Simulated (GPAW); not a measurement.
Here is a GPAW 26.7.0 calculation.

run.py

```python
from ase import Atoms
from ase.calculators.mixing import SumCalculator
from ase.eos import EquationOfState
from ase.io import Trajectory
from ase.units import GPa
from dftd3.ase import DFTD3
from gpaw import GPAW, PW, setup_paths

setup_paths.insert(0, '.')

atoms = Atoms(['Ge', 'Ge'],
              cell=[[0.0, 2.82891, 2.82891],
                    [2.82891, 0.0, 2.82891],
                    [2.82891, 2.82891, 0.0]],
              scaled_positions=[[0.75, 0.75, 0.75],
                                [0.5, 0.5, 0.5]],
              pbc=True)

traj = Trajectory('eos.traj', 'w')
volumes, energies = [], []
for x in [0.94, 0.96, 0.98, 1.0, 1.02, 1.04, 1.06]:
    a = atoms.copy()
    a.set_cell(atoms.cell * x**(1 / 3), scale_atoms=True)
    calc = GPAW(mode=PW(600),
                xc='PBEsol',
                kpts={'size': (8, 8, 8), 'gamma': True},
                occupations={'name': 'fermi-dirac', 'width': 0.05},
                nbands=11,
                convergence={'density': 1e-05, 'energy': 1e-05},
                maxiter=150,
                txt=f'eos-{x:.2f}.txt')
    a.calc = SumCalculator([calc, DFTD3(method='pbesol', damping='d3bj')])
    energies.append(a.get_potential_energy())
    volumes.append(a.get_volume())
    p = -a.get_stress()[:3].mean() / GPa
    calc.write(f'eos-{x:.2f}.gpw')
    traj.write(a)
    print(f'{x:.2f} {volumes[-1]:10.4f} A^3 {energies[-1]:14.6f} eV {p:9.3f} GPa', flush=True)

v0, e0, B = EquationOfState(volumes, energies, eos='birchmurnaghan').fit()
print(f'V0 = {v0:.4f} A^3, E0 = {e0:.6f} eV, B0 = {B / GPa:.2f} GPa')
```

Potentials or basis: PAW data sets generated in the run's folder for this functional, pw.

Run with:

```bash
$ gpaw-setup -f PBEsol Ge
$ OMP_NUM_THREADS=1 python run.py
```

Problem. Predict the bulk modulus.

Solution. 72 GPa.

Problem. Predict the pressure derivative of the bulk modulus.

Solution. 5.3 (rough: it moves with the points fitted).

Problem. What does it give for the equilibrium volume?

Solution. 22.36 Å³/atom.

Energy against volume, from the lowest point:
```
volume (Å³/atom)  energy (meV/atom)
          21.281              12.67
          21.733               3.86
          22.186               0.00
          22.639               0.49
          23.092               4.69
          23.545              12.25
          23.997              22.81
```

**What was measured.**

“Sub-monolayer structures of Ag overlayers on Ge(111): experimental observations and first-principles study”, 2019, arxiv:1908.00180 quotes, for a bulk crystal of Ge: bulk modulus 75.8 GPa.

Measured bulk modulus of Ge: 75.8 GPa (quoted in “Sub-monolayer structures of Ag overlayers on Ge(111): experimental observations and first-principles study”, 2019, arxiv:1908.00180). This calculation gives 72 GPa (-5.4 %). The fit is for a static lattice scaled at fixed shape and fixed fractional positions. The cell as given is a measured one (22.64 Å³/atom); PBEsol+D3(BJ) puts the equilibrium volume -1.2 % from it, thermal expansion not counted.
